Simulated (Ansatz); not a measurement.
Crystal: SnO2.

```
CELL_PARAMETERS angstrom
-5.37331 5.37331 1.61623
5.37331 -5.37331 1.61623
5.37331 5.37331 -1.61623
ATOMIC_POSITIONS crystal
Sn 0.35108 0.83107 0.18214
Sn 0.83107 0.64892 0.47999
Sn 0.16893 0.35108 0.52001
Sn 0.64892 0.16893 0.81786
O 0.20560 0.15493 0.36053
O 0.84507 0.20560 0.05067
O 0.79440 0.84507 0.63947
O 0.15493 0.79440 0.94933
O 0.16104 0.54296 0.70400
O 0.54296 0.83896 0.38192
O 0.45704 0.16104 0.61808
O 0.83896 0.45704 0.29600
```

Measurements of this composition are mostly on another form, of space group No. 136.

- Program: Ansatz 0.2.0
- Task: relaxation of cell and atoms
- Functional: PBEsol
- Dispersion: D3(BJ)
- Potentials or basis: Ansatz PAW
- Cutoff: 420 eV (not typed: the program's choice for these potentials)
- k mesh: 9 × 9 × 9
- Occupations: fermi-dirac, width 0.05 eV
- Spin: no spin polarisation

At the start: volume 15.55 Å³/atom.

Where does the relaxation end?

It ends after 10 steps and the volume is 14.95 Å³/atom (-3.9 %); space group I4/m (No. 87, to 0.05 Å).

Step by step:
```
step  energy change (eV)  largest force (eV/Å)  volume (Å³)
   1              0.0000                0.5381       186.66
   2             -0.1929                0.0832       179.43
   3             -0.1930                0.0524       179.69
   4             -0.1936                0.0351       179.71
   5             -0.1936                0.0344       179.76
   6             -0.1937                0.0160       179.75
   7             -0.1938                0.0003       179.75
   8             -0.1674                0.0007       179.75
   9             -0.1694                0.0040       179.36
  10             -0.1676                0.0040       179.36
```

Final structure:
```yaml
crystal:
  lattice:
    - [-5.30318, 5.30318, 1.59439]
    - [5.30318, -5.30318, 1.59439]
    - [5.30318, 5.30318, -1.59439]
  atoms:
    - { symbol: Sn, position: [0.34968, 0.83320, 0.18288] }
    - { symbol: Sn, position: [0.83320, 0.65032, 0.48352] }
    - { symbol: Sn, position: [0.16680, 0.34968, 0.51648] }
    - { symbol: Sn, position: [0.65032, 0.16680, 0.81712] }
    - { symbol: O, position: [0.20731, 0.15517, 0.36248] }
    - { symbol: O, position: [0.84483, 0.20731, 0.05214] }
    - { symbol: O, position: [0.79269, 0.84483, 0.63752] }
    - { symbol: O, position: [0.15517, 0.79269, 0.94786] }
    - { symbol: O, position: [0.16006, 0.54181, 0.70187] }
    - { symbol: O, position: [0.54181, 0.83994, 0.38174] }
    - { symbol: O, position: [0.45819, 0.16006, 0.61826] }
    - { symbol: O, position: [0.83994, 0.45819, 0.29813] }
```

Caveat: the plane-wave basis is chosen anew once the cell has moved, so the energies of steps on either side of that aren't comparable; the pressure holds a Pulay correction of +0.7 GPa for the finite cutoff; the PAW data sets come from PBE, with cores solved anew for the run's functional, which leaves a small shift of forces and pressure.
